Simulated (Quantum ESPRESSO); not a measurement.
Crystal: PtSe2 (Sudovikovite).

```
Pt Se
1.0
     3.72400    0.00000    0.00000
    -1.86200    3.22508    0.00000
     0.00000    0.00000    5.06200
Pt Se
1 2
Direct
  0.00000 0.00000 0.00000
  0.66667 0.33333 0.75000
  0.33333 0.66667 0.25000
```

```yaml
Program: Quantum ESPRESSO 7.5
Task: single point
Functional: PBE
Potentials_or_basis: SSSP 1.3 efficiency PBE
Cutoff: 748 eV
Density_cutoff: 5987 eV
k_mesh: 8 × 8 × 5
Occupations: fermi-dirac, width 0.05 eV
Spin: no spin polarisation
```

On this cell: pressure 7.1 GPa; largest force 0.586 eV/Å; band gap on the k mesh none (metal or under the smearing width).

The same run follows on a disturbed copy (atoms moved at random, drawn with an rms of 0.05 Å):

```
CELL_PARAMETERS angstrom
3.72400 0.00000 0.00000
-1.86200 3.22508 0.00000
0.00000 0.00000 5.06200
ATOMIC_POSITIONS crystal
Pt 0.01133 0.02263 0.00660
Se 0.65034 0.33135 0.74000
Se 0.33238 0.65513 0.24631
```

**Question.** What changes?

**Answer.** The energy (extrapolated to zero smearing) moves by +38.7 meV/atom; pressure 7.0 GPa; largest force 2.018 eV/Å; band gap on the k mesh none (metal or under the smearing width).

Forces on the atoms (eV/Å):
```
Pt  -0.309 -1.628 -1.152
Se   0.464  0.510  0.042
Se  -0.155  1.118  1.111
```

Stress tensor (GPa, compression positive):
```
 6.61  0.98 -1.88
 0.98  9.01  1.73
-1.88  1.73  5.36
```
